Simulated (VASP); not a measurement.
Wanted: the native input for a VASP 6.6.1 run.

| Item | Value |
| --- | --- |
| Task | relaxation of cell and atoms |
| Functional | PBE |
| Potentials or basis | VASP PAW PBE potentials, release 64 (Sr_sv) |
| Cutoff | 520 eV |
| k mesh | 16 × 16 × 16 |
| Occupations | gaussian, width 0.1 eV |
| Spin | no spin polarisation |
| Further INCAR settings | ALGO = Normal; EDIFF = 1e-06; IBRION = 2; EDIFFG = -0.01; NSW = 90; ISIF = 3 |

The structure of Sr lies in POSCAR:

```
Sr
1.0
   -2.8100000000      2.8600000000      1.5250000000
    2.8100000000     -2.8600000000      1.5250000000
    2.8100000000      2.8600000000     -1.5250000000
Sr
2
Direct
    0.8750000000      0.1250000000      0.7500000000
    0.1250000000      0.8750000000      0.2500000000
```

This isn't the form of Sr at room conditions, which is fcc.

These files were run (other wordings do the same):

INCAR

```
SYSTEM = Sr
PREC     = Accurate       ! precision mode
ENCUT    = 520            ! plane-wave cutoff, eV
EDIFF    = 1E-6           ! SCF threshold, eV
ISMEAR   = 0              ! smearing method
SIGMA    = 0.1            ! smearing width, eV
LREAL    = .False.        ! projectors in reciprocal space
LASPH    = .True.         ! aspherical terms in the spheres
NELM     = 120            ! most SCF steps
ALGO     = Normal         ! electronic algorithm
ISIF     = 3              ! what is computed and relaxed
LWAVE    = .False.        ! write WAVECAR
LCHARG   = .False.        ! write CHGCAR
GGA      = PE             ! functional
IBRION   = 2              ! ionic algorithm
NSW      = 90             ! ionic steps
EDIFFG   = -0.01          ! ionic threshold
```

KPOINTS

```
regular mesh
0
Gamma
  16 16 16
  0 0 0
```

Potentials or basis: VASP PAW PBE potentials, release 64 (Sr_sv).

Launch:

```sh
$ cat potpaw_PBE.64/Sr_sv/POTCAR > POTCAR
$ mpirun -np 1 vasp_std > vasp.out
```

It gave:

```
Relaxed volume                         : 54.99 Å³/atom
Relaxed cell                           : a = 5.619 Å, b = 5.619 Å, c = 5.619 Å, α = 97.20°, β = 97.23°, γ = 138.48°
Space group after relaxing (to 0.05 Å) : I4_1/amd (No. 141)
Energy gained by relaxing              : 1446.4 meV/atom
Ionic steps                            : 10
Pressure after relaxing                : 0.0 GPa
Band gap on the k mesh                 : none (metal or under the smearing width)
```

Caveat: the volume moved by over 15 % at a fixed basis, so the end points are rough; the volume moved by +124 % from the deposited cell, more than functionals usually miss.

It took 23 min on 1 thread of Intel(R) Xeon(R) Platinum 8559C (Emerald Rapids) (shared host), peak memory 0.52 GiB.
